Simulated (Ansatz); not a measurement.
**Ni: one cell, many SCF starts, part 1 of 2**

Aim: see which self-consistent states Ni reaches from different starts at one fixed geometry, and which of them is lowest. System: Ni, its deposited structure (space group Fm-3m, primitive cell doubled); the cell holds 2 atoms. Source: COD entry 2100640, which need not be the ambient phase.

Method: DFT r2SCAN, PAW, plane waves, scalar-relativistic, in Ansatz 0.2.0.

### 1 The starting structure

The structure is cubic, space group Fm-3m (No. 225). The conventional cell has a = 3.536 Å, b = 3.536 Å, c = 3.536 Å, α = 90.00°, β = 90.00°, γ = 90.00°. Around Ni (site symmetry m-3m) lie 12 Ni at 2.50 Å.

Coordinates:

```xyz
2
Lattice="0.0000 1.7679 1.7679 1.7679 0.0000 1.7679 3.5359 3.5359 0.0000" Properties=species:S:1:pos:R:3 pbc="T T T"
Ni    0.0000    0.0000    0.0000
Ni    1.7679    1.7679    0.0000
```

Labels such as Ni2 number the atoms in the order of the input file.

First come: parallel moments, plain SCF; opposed moments +-, plain SCF; no spin polarisation; spin on, no moments given (the program may seed its own), plain SCF. What is tried next depends on their ends.

“Plain SCF” means no search for lower states. 

Site moments are integrals over atomic spheres and don't add up to the total.

### 2 Parallel moments, plain SCF

Contents of input.yaml:

```yaml
crystal:
  lattice:
    - [0.0, 1.76795, 1.76795]
    - [1.76795, 0.0, 1.76795]
    - [3.5359, 3.5359, 0.0]
  atoms:
    - { symbol: Ni, position: [0.0, 0.0, 0.0], spin: 2.0 }
    - { symbol: Ni, position: [0.0, 0.0, 0.5], spin: 2.0 }
magnetization:
  spin_polarized: true
hamiltonian:
  xc: r2scan
  pseudopotentials: { kind: paw }
basis:
  ecutwfc: 500
kpoints:
  mp_grid: { grid: [13, 13, 7] }
scf:
  occupations: { method: fermi_dirac, width: 0.1 }
  lower_state_search: "off"
output:
  forces: true
  stress: true
```

Output (excerpt; [...] marks lines left out):

```text
Warning: crystal.symmetry: narrowed to the stabiliser of the k-point mesh — unitary ops 24 → 8; excluded 16 operations that carry a point of the 13×13×7 mesh (shift [0, 0, 0]) off the mesh (the run samples exactly the mesh kpoints.mp_grid names, as under crystal.symmetry.detect: false, [...]
Pseudopotentials: kind: paw
Pseudopotential: Ni, paw, valence charge 18, recommended cutoff 500 eV (meta_gga), Ni.paw.azcp
Functional definition: r2SCAN
[...]
Crystal: 2 atoms, lattice volume = 22.104 Å³
Basis set: ecut = 500 eV, 555 PW (Γ), exchange–correlation on 80×80×160 points (64 copies of the dense FFT grid, shifted against one another)
Bands: 24, of which v1, the nominal top of the filled ones, is band 18 counted from 1 (17 counted from 0)
Symmetry: 8 space group operations
k-points: 322 of 1183
[...]
Starting moments: Σ|m| = 4 μB on 2 of 2 sites
[...]
SCF iter   1: F=-11690.399788 eV  HF=-11689.770414 eV  |F-HF|=6.29e-1  |Δ(HF+E_count)|=         —  Δρ=1.14e-1 (↑9.13e-2 ↓1.14e-1)  dr2=6.58e-2  dr2_τ=3.43e-2  dr2_m=2.11e0  M=2.041 μB ∫|m|=2.332 μB  β_m=0.61  ethr=1.83e-4  ⟨swp⟩=1.6  Hψ=83247  notcnv=0
[...]
spin-set hold released at iteration 1 (the charge has settled, or the pull on large starting moments outlasts its swing): the magnetisation degrees of freedom join the quasi-Newton model from the next iteration; the mixer history was flushed
[...]
SCF iter  14: F=-11690.586203 eV  HF=-11690.586203 eV  |F-HF|=5.52e-8  |Δ(HF+E_count)|=   2.72e-6  Δρ=1.01e-5 (↑3.30e-6 ↓1.01e-5)  dr2=1.63e-8  dr2_τ=1.04e-10  dr2_m=4.05e-9  M=1.509 μB ∫|m|=1.859 μB  ethr=2.22e-10  ⟨swp⟩=5.1  Hψ=62768  notcnv=0
[...]
this state was not tested for a lower state beside it, because the mixer in use, unlike msr1, does not test its closes by its own steps (another_mixer; see scf.mixing.algorithm and scf.lower_state_search)
SCF converged after 14 iterations
Magnetization: 1.5090 μB (18.7545 up, 17.2455 down)
Absolute magnetization: 1.8617 μB (∫|ρ↑−ρ↓|, with the PAW one-centre terms)
Spin contamination: 0.0453 ħ² per cell (⟨S²⟩ above its minimum at these occupations)
Per-site moments (μB) at R_I (Å): [(0.8239402751117341, 1.0313567828839743), (0.8239402751117342, 1.0313567828839743)]
Free energy (F): -11690.586203 eV
[...]
E sigma→0 (E₀):  -11690.543755 eV
Entropy (-TS):   -0.084894 eV (-42.447 meV/atom)
Fermi energy:    17.759178 eV
[...]
--- Forces (eV/Å), atoms counted from 1 ---
  atom   1  Ni     0.00000000     0.00000000     0.00000000
  atom   2  Ni     0.00000000    -0.00000000     0.00000000
[...]
--- Stress (GPa, compression-positive) ---
       -9.357112       0.003599      -0.072986
        0.003599      -9.357112      -0.072986
       -0.072963      -0.072963      -9.305894
  P = ⅓ Tr σ = -9.3400 GPa (-93.400 kbar)
```

It took 33 s on 2 threads of an x86-64 CPU, shared host; peak memory 0.69 GiB.

The state reached is ferromagnetic, site moments Ni1 0.82, Ni2 0.82 μB, total 1.51 μB per cell, no gap on the k-mesh.

### 3 Opposed moments +-, plain SCF

Edit input.yaml of step 2 so:

```diff
@@ -7,3 +7,3 @@
     - { symbol: Ni, position: [0.0, 0.0, 0.0], spin: 2.0 }
-    - { symbol: Ni, position: [0.0, 0.0, 0.5], spin: 2.0 }
+    - { symbol: Ni, position: [0.0, 0.0, 0.5], spin: -2.0 }
 magnetization:
```

Output:

```text
Warning: crystal.symmetry: narrowed to the stabiliser of the k-point mesh — unitary ops 12 → 4; excluded 8 operations that carry a point of the 13×13×7 mesh (shift [0, 0, 0]) off the mesh (the run samples exactly the mesh kpoints.mp_grid names, as under crystal.symmetry.detect: false, and its converged state has the mesh's symmetry, not the crystal's; ε∞, the Born charges and the force constants of a linear response (`dielectric:` by the response, `phonons.method: dfpt`) are averaged over those of the crystal's operations that the state keeps within a tolerance, where `mesh_tensors`, `unaveraged_element` or `gamma_mean_max_change_ev_ang2` stands beside them; a row that `dielectric.field_direction` solves alone is averaged likewise, with nothing beside; a Γ-centred mesh of equal divisions is mapped onto itself by every operation and keeps the whole group, as does a half-shifted one under kpoints.further_shifts: images)
[... 12 lines as in an earlier run ...]
Symmetry: 4 space group operations
[... 6 lines as in an earlier run ...]
Starting moments: Σ|m| = 4 μB on 2 of 2 sites
[... 2 lines as in an earlier run ...]
spin-down is spin-up translated by (0, 0, 0.5): one eigenproblem is solved per k-point and the antiferromagnetic symmetry of the starting moments is kept exactly by this SCF (crystal.symmetry.spin_inversion_symmetry: false solves both channels; [...]
iter 1 solved again at ethr=3.20e-4 eV; its pass at ethr=3.10e-3 eV (dr2=1.15e-1 eV) is discarded
SCF iter   1: F=-11690.103704 eV  HF=-11689.514680 eV  |F-HF|=5.89e-1  |Δ(HF+E_count)|=         —  Δρ=1.10e-1 (↑1.10e-1 ↓1.10e-1)  dr2=1.15e-1  dr2_τ=3.43e-2  dr2_m=2.39e0  M=0.000 μB ∫|m|=2.219 μB  β_m=0.30  ethr=3.20e-4  ⟨swp⟩=1.4  Hψ=42817  notcnv=0
Mixer restart at iter 1: flushing history
preconditioner: auto → none  [metal: Δε(μ)=0.002 eV  Ē_g=12.238 eV  σ=0.100 eV  W_gap=0.00  n_scr=8 (ndim 8)  ℏωp=35.3 eV  f_vac=0.000  D(μ)=4.10/eV (n_scr^D=60)  sad-step TF]
[... 1 line as in an earlier run ...]
SCF iter   2: F=-11690.192626 eV  HF=-11689.903800 eV  |F-HF|=2.89e-1  |Δ(HF+E_count)|=   3.89e-1  Δρ=9.08e-2 (↑9.08e-2 ↓9.08e-2)  dr2=9.75e-2  dr2_τ=6.23e-3  dr2_m=1.62e0  M=0.000 μB ∫|m|=2.049 μB  β_m=0.30  ethr=3.19e-4  ⟨swp⟩=2.9  Hψ=15276  notcnv=0  κ⁻¹=1.0e0(r=1)
SCF iter   3: F=-11690.266199 eV  HF=-11690.390927 eV  |F-HF|=1.25e-1  |Δ(HF+E_count)|=   4.87e-1  Δρ=2.50e-2 (↑2.50e-2 ↓2.50e-2)  dr2=1.19e-1  dr2_τ=8.01e-4  dr2_m=5.49e-2  M=0.000 μB ∫|m|=1.393 μB  β_m=0.30  ethr=2.71e-4  ⟨swp⟩=3.1  Hψ=20532  notcnv=0  defer=183  κ⁻¹=1.9e-2(r=2)
SCF iter   4: F=-11690.381945 eV  HF=-11690.365526 eV  |F-HF|=1.64e-2  |Δ(HF+E_count)|=   2.54e-2  Δρ=1.46e-2 (↑1.46e-2 ↓1.46e-2)  dr2=7.48e-3  dr2_τ=4.63e-4  dr2_m=3.31e-2  M=0.000 μB ∫|m|=1.290 μB  β_m=0.30  ethr=2.71e-4  ⟨swp⟩=2.3  Hψ=14231  notcnv=0  defer=189  κ⁻¹=5.8e-3(r=3)
SCF iter   5: F=-11690.394744 eV  HF=-11690.374003 eV  |F-HF|=2.07e-2  |Δ(HF+E_count)|=   8.48e-3  Δρ=7.71e-3 (↑7.71e-3 ↓7.71e-3)  dr2=2.92e-3  dr2_τ=1.32e-4  dr2_m=8.00e-3  M=0.000 μB ∫|m|=1.140 μB  β_m=0.30  ethr=2.08e-5  ⟨swp⟩=2.0  Hψ=15829  notcnv=0  defer=193  κ⁻¹=1.1e-3(r=4)
SCF iter   6: F=-11690.403883 eV  HF=-11690.399542 eV  |F-HF|=4.34e-3  |Δ(HF+E_count)|=   2.55e-2  Δρ=4.37e-3 (↑4.37e-3 ↓4.37e-3)  dr2=1.90e-3  dr2_τ=1.81e-5  dr2_m=3.00e-3  M=0.000 μB ∫|m|=1.039 μB  β_m=0.30  ethr=8.11e-6  ⟨swp⟩=2.6  Hψ=17848  notcnv=0  defer=195  κ⁻¹=9.0e-5(r=5)
SCF iter   7: F=-11690.405775 eV  HF=-11690.404782 eV  |F-HF|=9.93e-4  |Δ(HF+E_count)|=   5.24e-3  Δρ=2.56e-3 (↑2.56e-3 ↓2.56e-3)  dr2=1.02e-3  dr2_τ=9.55e-6  dr2_m=8.45e-4  M=0.000 μB ∫|m|=1.082 μB  β_m=0.30  ethr=5.29e-6  ⟨swp⟩=2.4  Hψ=14905  notcnv=0  defer=196  κ⁻¹=4.7e-5(r=6)
SCF iter   8: F=-11690.407674 eV  HF=-11690.406765 eV  |F-HF|=9.09e-4  |Δ(HF+E_count)|=   1.98e-3  Δρ=1.69e-3 (↑1.69e-3 ↓1.69e-3)  dr2=7.72e-5  dr2_τ=7.05e-6  dr2_m=4.90e-4  M=0.000 μB ∫|m|=1.081 μB  β_m=0.30  ethr=2.82e-6  ⟨swp⟩=2.0  Hψ=14253  notcnv=0  defer=196  κ⁻¹=1.2e-5(r=7)
SCF iter   9: F=-11690.408479 eV  HF=-11690.407752 eV  |F-HF|=7.27e-4  |Δ(HF+E_count)|=   9.87e-4  Δρ=1.50e-3 (↑1.50e-3 ↓1.50e-3)  dr2=5.63e-5  dr2_τ=3.74e-6  dr2_m=3.89e-4  M=0.000 μB ∫|m|=1.068 μB  β_m=0.30  ethr=2.15e-7  ⟨swp⟩=2.0  Hψ=13721  notcnv=0  defer=197  κ⁻¹=5.6e-6(r=8)
SCF iter  10: F=-11690.409670 eV  HF=-11690.409621 eV  |F-HF|=4.86e-5  |Δ(HF+E_count)|=   1.87e-3  Δρ=7.35e-4 (↑7.35e-4 ↓7.35e-4)  dr2=9.55e-5  dr2_τ=9.72e-7  dr2_m=6.61e-5  M=0.000 μB ∫|m|=1.077 μB  β_m=0.30  ethr=1.56e-7  ⟨swp⟩=3.1  Hψ=17215  notcnv=0  defer=197  κ⁻¹=8.5e-7(r=8)
SCF iter  11: F=-11690.409846 eV  HF=-11690.409799 eV  |F-HF|=4.70e-5  |Δ(HF+E_count)|=   1.77e-4  Δρ=4.51e-4 (↑4.51e-4 ↓4.51e-4)  dr2=2.26e-5  dr2_τ=4.39e-7  dr2_m=2.84e-5  M=0.000 μB ∫|m|=1.081 μB  β_m=0.30  ethr=1.56e-7  ⟨swp⟩=2.0  Hψ=13450  notcnv=0  defer=197  κ⁻¹=1.2e-5(r=8)
SCF iter  12: F=-11690.409945 eV  HF=-11690.409924 eV  |F-HF|=2.16e-5  |Δ(HF+E_count)|=   1.25e-4  Δρ=3.15e-4 (↑3.15e-4 ↓3.15e-4)  dr2=3.80e-5  dr2_τ=8.11e-8  dr2_m=3.83e-6  M=0.000 μB ∫|m|=1.090 μB  β_m=0.30  ethr=6.29e-8  ⟨swp⟩=2.0  Hψ=13588  notcnv=0  defer=197  κ⁻¹=1.3e-5(r=8)
SCF iter  13: F=-11690.409958 eV  HF=-11690.409953 eV  |F-HF|=4.06e-6  |Δ(HF+E_count)|=   2.99e-5  Δρ=1.80e-4 (↑1.80e-4 ↓1.80e-4)  dr2=1.04e-5  dr2_τ=4.66e-8  dr2_m=2.37e-6  M=0.000 μB ∫|m|=1.091 μB  β_m=0.30  ethr=6.29e-8  ⟨swp⟩=2.1  Hψ=10772  notcnv=0  defer=197  κ⁻¹=1.2e-5(r=8)
SCF iter  14: F=-11690.409961 eV  HF=-11690.409960 eV  |F-HF|=1.14e-6  |Δ(HF+E_count)|=   6.55e-6  Δρ=4.31e-5 (↑4.31e-5 ↓4.31e-5)  dr2=3.36e-7  dr2_τ=2.23e-9  dr2_m=1.70e-7  M=0.000 μB ∫|m|=1.094 μB  β_m=0.30  ethr=2.89e-8  ⟨swp⟩=2.0  Hψ=11417  notcnv=0  defer=197  κ⁻¹=1.3e-5(r=8)
SCF iter  15: F=-11690.409961 eV  HF=-11690.409961 eV  |F-HF|=5.70e-7  |Δ(HF+E_count)|=   7.59e-7  Δρ=2.47e-5 (↑2.47e-5 ↓2.47e-5)  dr2=7.83e-8  dr2_τ=1.09e-9  dr2_m=3.91e-8  M=0.000 μB ∫|m|=1.094 μB  β_m=0.30  ethr=2.78e-10  ⟨swp⟩=3.7  Hψ=35044  notcnv=0  κ⁻¹=1.1e-5(r=8)
iter 16 did not close the SCF: its close was put off for a magnetic moment that had not settled (scf_convergence_deferred on its scf_iter line)
SCF iter  16: F=-11690.409962 eV  HF=-11690.409962 eV  |F-HF|=2.11e-8  |Δ(HF+E_count)|=   7.34e-7  Δρ=8.18e-6 (↑8.18e-6 ↓8.18e-6)  dr2=4.43e-9  dr2_τ=2.32e-10  dr2_m=1.03e-8  M=0.000 μB ∫|m|=1.093 μB  β_m=0.30  ethr=2.18e-10  ⟨swp⟩=5.4  Hψ=33481  notcnv=0  κ⁻¹=4.7e-6(r=8)
iter 17 did not close the SCF: its close was put off for a magnetic moment that had not settled (scf_convergence_deferred on its scf_iter line)
SCF iter  17: F=-11690.409962 eV  HF=-11690.409962 eV  |F-HF|=1.10e-8  |Δ(HF+E_count)|=   2.43e-8  Δρ=5.85e-6 (↑5.85e-6 ↓5.85e-6)  dr2=1.20e-9  dr2_τ=9.22e-11  dr2_m=5.18e-9  M=0.000 μB ∫|m|=1.093 μB  β_m=0.30  ethr=1.23e-11  ⟨swp⟩=2.3  Hψ=28675  notcnv=0  κ⁻¹=1.4e-6(r=8)
SCF iter  18: F=-11690.409962 eV  HF=-11690.409962 eV  |F-HF|=2.34e-9  |Δ(HF+E_count)|=   1.93e-8  Δρ=3.03e-6 (↑3.03e-6 ↓3.03e-6)  dr2=3.09e-10  dr2_τ=2.30e-11  dr2_m=1.34e-9  M=0.000 μB ∫|m|=1.093 μB  ethr=3.34e-12  ⟨swp⟩=2.2  Hψ=28589  notcnv=0
SCF 1 converged in 18 iterations: F = -11690.409962 eV  dr2 = 3.09e-10
[... 1 line as in an earlier run ...]
SCF converged after 18 iterations
Magnetization: 0.0000 μB (18.0000 up, 18.0000 down)
Absolute magnetization: 1.0941 μB (∫|ρ↑−ρ↓|, with the PAW one-centre terms)
Spin contamination: 0.4275 ħ² per cell (⟨S²⟩ above its minimum at these occupations)
Per-site moments (μB) at R_I (Å): [(0.5242818989659941, 1.0313567828839743), (-0.5242818989659941, 1.0313567828839743)]
Free energy (F): -11690.409962 eV
Harris-Foulkes:  -11690.409962 eV  (|F-HF|=2.34e-9)
Internal energy: -11690.299485 eV  (E = F + TS)
E sigma→0 (E₀):  -11690.354723 eV
Entropy (-TS):   -0.110477 eV (-55.238 meV/atom)
Fermi energy:    17.496464 eV
--- Per-component energies (eV) ---
  E_band       = -630.405084
  E_kinetic    = 563.198418
  E_local      = -6941.469994  (includes V_loc(G=0)·N_el)
  E_nonlocal   = 1282.248676
  E_hartree    = 2902.239397
  E_xc         = -156.758007
  E_vxc        = -232.635774  (∫ρ·V_xc dr)
  E_paw        = -3289.607716  (= ΣΔE_a)
  E_vpaw       = -1123.437597  (= ΣTr[D̂ρ^β])
  E_aug_tail   = 0.000446  (compensation charges beyond the density's cutoff)
  E_vtau       = 17.212724  (kinetic-family band-sum trace: ∫τ·v_τ [+ j·A + Jᵃ·Aᵃ] dr)
  E_ewald      = -6049.550568
  E_core_change = -0.600137  (= ΣΔE_core)
  E_smearing   = -0.110477  (= −TS)
  E_closure    = -0.000000  (closes the sum)
  Σ components = -11690.409962   (vs F -11690.409962, Δ=0.00e0)
--- Forces (eV/Å), atoms counted from 1 ---
  atom   1  Ni    -0.00000000     0.00000000    -0.00000000
  atom   2  Ni     0.00000000     0.00000000     0.00000000
  max |Σ_I F_I| component: 7.57e-29 eV/Å
--- Stress (GPa, compression-positive) ---
      -10.127358       0.955072      -1.035344
        0.955072     -10.127358      -1.035344
       -1.035336      -1.035336     -10.106743
  P = ⅓ Tr σ = -10.1205 GPa (-101.205 kbar)
```

Run time: 22 s. Hardware: 2 threads of an x86-64 CPU, shared host; peak memory 0.63 GiB.

End: antiferromagnetic (magnetic neighbours of Ni1 with a moment over 0.3 of its own that point the other way: 6 of 12 at 2.50 Å, 6 of 6 at 3.54 Å), site moments Ni1 0.52, Ni2 -0.52 μB, total 0.00 μB per cell, no gap on the k-mesh. Against step 2, the lowest until now, it is 88.1 meV/atom higher.

### 4 No spin polarisation

Edit input.yaml of step 3 so:

```diff
@@ -6,6 +6,4 @@
   atoms:
-    - { symbol: Ni, position: [0.0, 0.0, 0.0], spin: 2.0 }
-    - { symbol: Ni, position: [0.0, 0.0, 0.5], spin: -2.0 }
-magnetization:
-  spin_polarized: true
+    - { symbol: Ni, position: [0.0, 0.0, 0.0] }
+    - { symbol: Ni, position: [0.0, 0.0, 0.5] }
 hamiltonian:
```

Output (excerpt; [...] marks lines left out):

```text
[... 12 lines as in an earlier run ...]
Bands: 22, of which v1, the nominal top of the filled ones, is band 18 counted from 1 (17 counted from 0)
[... 6 lines as in an earlier run ...]
[...]
[... 2 lines as in an earlier run ...]
SCF iter   1: F=-11690.356834 eV  HF=-11690.277893 eV  |F-HF|=7.89e-2  |Δ(HF+E_count)|=         —  Δρ=1.97e-2  dr2=4.79e-2  dr2_τ=5.70e-2  ethr=1.77e-3  ⟨swp⟩=5.1  Hψ=27896  notcnv=0
[...]
SCF iter   8: F=-11690.374557 eV  HF=-11690.374557 eV  |F-HF|=6.90e-8  |Δ(HF+E_count)|=   7.51e-8  Δρ=2.81e-5  dr2=9.98e-8  dr2_τ=6.97e-10  ethr=2.78e-10  ⟨swp⟩=4.1  Hψ=36138  notcnv=0
[...]
SCF converged after 8 iterations
Free energy (F): -11690.374557 eV
[...]
E sigma→0 (E₀):  -11690.286949 eV
Entropy (-TS):   -0.175217 eV (-87.609 meV/atom)
Fermi energy:    17.405999 eV
[...]
--- Forces (eV/Å), atoms counted from 1 ---
  atom   1  Ni     0.00000000     0.00000000     0.00000000
  atom   2  Ni     0.00000000    -0.00000000     0.00000000
[...]
--- Stress (GPa, compression-positive) ---
      -11.678717      -0.026919      -0.043444
       -0.026919     -11.678717      -0.043444
       -0.043445      -0.043445     -11.758496
  P = ⅓ Tr σ = -11.7053 GPa (-117.053 kbar)
```

Run time: 9.3 s. Hardware: 2 threads of an x86-64 CPU, shared host; peak memory 0.56 GiB.

Result: non-magnetic (no spin polarisation), no gap on the k-mesh. Against step 2, the lowest until now, it is 106 meV/atom higher.

### 5 Spin on, no moments given (the program may seed its own), plain SCF

Edit input.yaml of step 4 so:

```diff
@@ -21 +21,3 @@
   stress: true
+magnetization:
+  spin_polarized: true
```

Output (excerpt; [...] marks lines left out):

```text
[... 1 line as in an earlier run ...]
band count auto-derived: 24 (N_el = 36.0; filled up to band 18; 22 by the electrons, moments and atoms)
[... 21 lines as in an earlier run ...]
[...]
SCF iter   1: F=-11689.919957 eV  HF=-11688.855190 eV  |F-HF|=1.06e0  |Δ(HF+E_count)|=         —  Δρ=1.85e-1 (↑1.85e-1 ↓1.65e-1)  dr2=5.01e-2  dr2_τ=4.31e-2  dr2_m=6.16e0  M=2.493 μB ∫|m|=2.493 μB  ethr=1.04e-3  ⟨swp⟩=1.3  Hψ=42000  notcnv=0
[...]
SCF iter  11: F=-11690.586203 eV  HF=-11690.586203 eV  |F-HF|=3.62e-10  |Δ(HF+E_count)|=   1.85e-7  Δρ=9.72e-6 (↑1.31e-6 ↓9.72e-6)  dr2=1.12e-8  dr2_τ=4.72e-11  dr2_m=4.81e-9  M=1.509 μB ∫|m|=1.859 μB  ethr=2.78e-10  ⟨swp⟩=4.0  Hψ=69873  notcnv=0
[...]
SCF converged after 11 iterations
Magnetization: 1.5088 μB (18.7544 up, 17.2456 down)
Absolute magnetization: 1.8616 μB (∫|ρ↑−ρ↓|, with the PAW one-centre terms)
Spin contamination: 0.0453 ħ² per cell (⟨S²⟩ above its minimum at these occupations)
Per-site moments (μB) at R_I (Å): [(0.8238825262258236, 1.0313567828839743), (0.8238825262258236, 1.0313567828839743)]
Free energy (F): -11690.586203 eV
[...]
E sigma→0 (E₀):  -11690.543750 eV
Entropy (-TS):   -0.084905 eV (-42.453 meV/atom)
Fermi energy:    17.759083 eV
[... 26 lines left out: energy terms, forces, stress ...]
```

Run time: 24 s. Hardware: 2 threads of an x86-64 CPU, shared host; peak memory 0.69 GiB.

The run ends in the same state as step 2 (ferromagnetic); it took 11 iterations.

### 6 Parallel moments scaled by 0.03, plain SCF

Edit input.yaml of step 5 so:

```diff
@@ -6,4 +6,6 @@
   atoms:
-    - { symbol: Ni, position: [0.0, 0.0, 0.0] }
-    - { symbol: Ni, position: [0.0, 0.0, 0.5] }
+    - { symbol: Ni, position: [0.0, 0.0, 0.0], spin: 0.06 }
+    - { symbol: Ni, position: [0.0, 0.0, 0.5], spin: 0.06 }
+magnetization:
+  spin_polarized: true
 hamiltonian:
@@ -21,3 +23 @@
   stress: true
-magnetization:
-  spin_polarized: true
```

Output (excerpt; [...] marks lines left out):

```text
[... 12 lines as in an earlier run ...]
Bands: 23, of which v1, the nominal top of the filled ones, is band 18 counted from 1 (17 counted from 0)
[... 7 lines as in an earlier run ...]
Starting moments: Σ|m| = 0.12 μB on 2 of 2 sites
[... 2 lines as in an earlier run ...]
[...]
SCF iter   1: F=-11690.222676 eV  HF=-11690.218225 eV  |F-HF|=4.45e-3  |Δ(HF+E_count)|=         —  Δρ=3.77e-2 (↑3.77e-2 ↓2.15e-2)  dr2=3.74e-1  dr2_τ=1.31e-2  dr2_m=1.68e-2  M=0.212 μB ∫|m|=0.216 μB  β_m=1.00  ethr=1.04e-3  ⟨swp⟩=1.0  Hψ=79956  notcnv=0
[...]
spin-set hold released at iteration 10 (site moments contracting): the magnetisation degrees of freedom join the quasi-Newton model from the next iteration; the mixer history was flushed
[...]
SCF iter  21: F=-11690.586203 eV  HF=-11690.586203 eV  |F-HF|=1.30e-7  |Δ(HF+E_count)|=   1.84e-5  Δρ=1.28e-5 (↑7.89e-6 ↓1.28e-5)  dr2=1.34e-8  dr2_τ=2.30e-10  dr2_m=5.68e-9  M=1.509 μB ∫|m|=1.859 μB  ethr=2.73e-10  ⟨swp⟩=5.5  Hψ=66212  notcnv=0
[...]
[... 1 line as in an earlier run ...]
SCF converged after 21 iterations
Magnetization: 1.5089 μB (18.7545 up, 17.2455 down)
Absolute magnetization: 1.8616 μB (∫|ρ↑−ρ↓|, with the PAW one-centre terms)
Spin contamination: 0.0453 ħ² per cell (⟨S²⟩ above its minimum at these occupations)
Per-site moments (μB) at R_I (Å): [(0.8239169698871155, 1.0313567828839743), (0.8239169698871155, 1.0313567828839743)]
Free energy (F): -11690.586203 eV
[...]
E sigma→0 (E₀):  -11690.543749 eV
Entropy (-TS):   -0.084907 eV (-42.454 meV/atom)
Fermi energy:    17.759124 eV
[... 26 lines left out: energy terms, forces, stress ...]
```

Run time: 40 s. Hardware: 2 threads of an x86-64 CPU, shared host; peak memory 0.67 GiB.

The run ends in the same state as step 2 (ferromagnetic); it took 21 iterations.

### 7 Moments +- scaled by 0.65, plain SCF

Edit input.yaml of step 6 so:

```diff
@@ -6,4 +6,4 @@
   atoms:
-    - { symbol: Ni, position: [0.0, 0.0, 0.0], spin: 0.06 }
-    - { symbol: Ni, position: [0.0, 0.0, 0.5], spin: 0.06 }
+    - { symbol: Ni, position: [0.0, 0.0, 0.0], spin: 1.3 }
+    - { symbol: Ni, position: [0.0, 0.0, 0.5], spin: -1.3 }
 magnetization:
```

Output (excerpt; [...] marks lines left out):

```text
[... 20 lines as in an earlier run ...]
Starting moments: Σ|m| = 2.6 μB on 2 of 2 sites
[... 3 lines as in an earlier run ...]
[...]
SCF iter   1: F=-11690.221721 eV  HF=-11690.006674 eV  |F-HF|=2.15e-1  |Δ(HF+E_count)|=         —  Δρ=5.34e-2 (↑5.34e-2 ↓5.34e-2)  dr2=2.49e-1  dr2_τ=1.96e-2  dr2_m=4.55e-1  M=0.000 μB ∫|m|=1.656 μB  β_m=0.30  ethr=6.94e-4  ⟨swp⟩=1.2  Hψ=42113  notcnv=0
[...]
spin-set hold released at iteration 8 (site moments contracting): the magnetisation degrees of freedom join the quasi-Newton model from the next iteration; the mixer history was flushed
[...]
SCF iter  22: F=-11690.409962 eV  HF=-11690.409962 eV  |F-HF|=2.24e-10  |Δ(HF+E_count)|=   1.39e-8  Δρ=1.35e-6 (↑1.35e-6 ↓1.35e-6)  dr2=6.69e-10  dr2_τ=3.24e-12  dr2_m=7.47e-11  M=0.000 μB ∫|m|=1.093 μB  ethr=2.14e-12  ⟨swp⟩=2.1  Hψ=28111  notcnv=0
[...]
[... 1 line as in an earlier run ...]
SCF converged after 22 iterations
Magnetization: 0.0000 μB (18.0000 up, 18.0000 down)
Absolute magnetization: 1.0940 μB (∫|ρ↑−ρ↓|, with the PAW one-centre terms)
Spin contamination: 0.4274 ħ² per cell (⟨S²⟩ above its minimum at these occupations)
Per-site moments (μB) at R_I (Å): [(0.5242366627572336, 1.0313567828839743), (-0.5242366627572336, 1.0313567828839743)]
Free energy (F): -11690.409962 eV
[...]
E sigma→0 (E₀):  -11690.354716 eV
Entropy (-TS):   -0.110491 eV (-55.245 meV/atom)
Fermi energy:    17.496429 eV
[... 26 lines left out: energy terms, forces, stress ...]
```

Run time: 26 s. Hardware: 2 threads of an x86-64 CPU, shared host; peak memory 0.66 GiB.

The run ends in the same state as step 3 (antiferromagnetic); it took 22 iterations.

(Continued in part 2 of 2.)
